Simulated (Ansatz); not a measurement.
Density of states of Sn

```cif
data_structure
_symmetry_space_group_name_H-M 'I4/mmm'
_symmetry_Int_Tables_number 139
_cell_length_a 3.1815
_cell_length_b 3.1815
_cell_length_c 5.8313
_cell_angle_alpha 90.000
_cell_angle_beta 90.000
_cell_angle_gamma 90.000
_cell_volume 59.02
loop_
_atom_site_label
_atom_site_type_symbol
_atom_site_symmetry_multiplicity
_atom_site_Wyckoff_symbol
_atom_site_fract_x
_atom_site_fract_y
_atom_site_fract_z
_atom_site_occupancy
Sn1 Sn 2 a 0.00000 0.00000 0.00000 1
```

The runs use the primitive cell with vectors (-1.591, 1.591, 2.916), (1.591, -1.591, 2.916), (1.591, 1.591, -2.916) Å, to which the k mesh refers.

The cell is COD entry 1540069, as deposited and not checked against the literature; nothing was relaxed.

No spin–orbit coupling, which matters for the heavy atoms here.

Level of theory: Ansatz 0.2.0, DFT, PBE, all-electron LAPW, scalar-relativistic.

Sampling and basis: a Γ-centred 18×18×18 k mesh, Fermi–Dirac smearing of 0.03 eV, basis error target 1 meV/atom, no spin polarisation.

States per eV and cell, averaged over 0.4 eV, from -9.8 to 4.0 eV, with energies (bin centres) from the Fermi level; empty bins are left out. 

| E (eV) | total |
| --- | --- |
| -9.7 | 0.18 |
| -9.3 | 0.23 |
| -8.9 | 0.26 |
| -8.5 | 0.30 |
| -8.1 | 0.33 |
| -7.7 | 0.38 |
| -7.3 | 0.44 |
| -6.9 | 0.50 |
| -6.5 | 0.60 |
| -6.1 | 0.53 |
| -5.7 | 0.34 |
| -5.3 | 0.25 |
| -4.9 | 0.19 |
| -4.5 | 0.14 |
| -4.1 | 0.17 |
| -3.7 | 0.25 |
| -3.3 | 0.35 |
| -2.9 | 0.49 |
| -2.5 | 0.55 |
| -2.1 | 0.68 |
| -1.7 | 0.60 |
| -1.3 | 0.48 |
| -0.9 | 0.52 |
| -0.5 | 0.59 |
| -0.1 | 0.60 |
| 0.3 | 0.62 |
| 0.7 | 0.59 |
| 1.1 | 0.61 |
| 1.5 | 0.66 |
| 1.9 | 0.80 |
| 2.3 | 0.82 |
| 2.7 | 0.83 |
| 3.1 | 0.72 |
| 3.5 | 0.58 |
| 3.9 | 0.54 |
